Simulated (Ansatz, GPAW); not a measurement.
This is a calculation of HfN for GPAW 26.7.0 (ASE script). 

run.py

```python
from ase.dft.bandgap import bandgap
from ase.io import read, write
from ase.units import GPa
from gpaw import GPAW, PW

atoms = read('POSCAR')

calc = GPAW(mode=PW(800),
            xc='PBE',
            kpts={'size': (10, 10, 10), 'gamma': True},
            occupations={'name': 'methfessel-paxton', 'order': 0, 'width': 0.02},
            nbands=19,
            convergence={'density': 1e-05, 'energy': 1e-05},
            maxiter=150,
            txt='gpaw.txt')
atoms.calc = calc
energy = atoms.get_potential_energy()
forces = atoms.get_forces()
stress = atoms.get_stress()
calc.write('gs.gpw')
write('result.traj', atoms)
print(f'Energy: {energy:.6f} eV')
print('Forces (eV/A):')
print(forces.round(4))
print('Stress (GPa):', (stress / GPa).round(3))
print('Fermi level:', round(calc.get_fermi_level(), 4), 'eV')
print(f'Gap: {bandgap(calc)[0]:.4f} eV, direct: {bandgap(calc, direct=True)[0]:.4f} eV')
```

Contents of POSCAR:

```
HfN
1.0
    0.0000000000      2.2560000000      2.2560000000
    2.2560000000      0.0000000000      2.2560000000
    2.2560000000      2.2560000000      0.0000000000
Hf N
1 1
Direct
    0.0000000000      0.0000000000      0.0000000000
    0.5000000000      0.5000000000      0.5000000000
```

Potentials or basis: GPAW PAW data sets (gpaw-data 1.2.1), pw.

Launch:

```console
$ OMP_NUM_THREADS=1 python run.py
```

Q: Set up the same calculation for Ansatz 0.2.0. Potentials or basis there: Ansatz PAW, cutoff 420 eV.

A: As run (cutoffs and basis follow the program's own potentials, and thresholds, step limits or extra output files can differ):

File input.yaml:

```yaml
crystal:
  lattice:
    - [0.0, 2.256, 2.256]
    - [2.256, 0.0, 2.256]
    - [2.256, 2.256, 0.0]
  atoms:
    - { symbol: Hf, position: [0.0, 0.0, 0.0] }
    - { symbol: "N", position: [0.5, 0.5, 0.5] }
hamiltonian:
  xc: pbe
  pseudopotentials: { kind: paw }
kpoints:
  mp_grid: { grid: [10, 10, 10] }
scf:
  occupations: { method: gaussian, width: 0.02 }
output:
  forces: true
  stress: true
  eigenvalues: true
```

Potentials or basis: Ansatz PAW.

The run is started by

```sh
$ ansatz run input.yaml --threads 2 --pin off --max-ram 5632MiB --backend cpu --events-out ev --progress --plain --runs-dir out
```

Both were run:

|  | GPAW | Ansatz |
| --- | --- | --- |
| Pressure | 6.7 GPa | 6.6 GPa |

Ansatz's pressure holds a Pulay term of +0.50 GPa for its cutoff of 420 eV, which the other run lacks.

The potentials hold 17 and 31 valence electrons a cell.

Where Ansatz's input types no cutoff or centring, it takes its own default and a Γ-centred mesh.

Pressure is positive in compression.
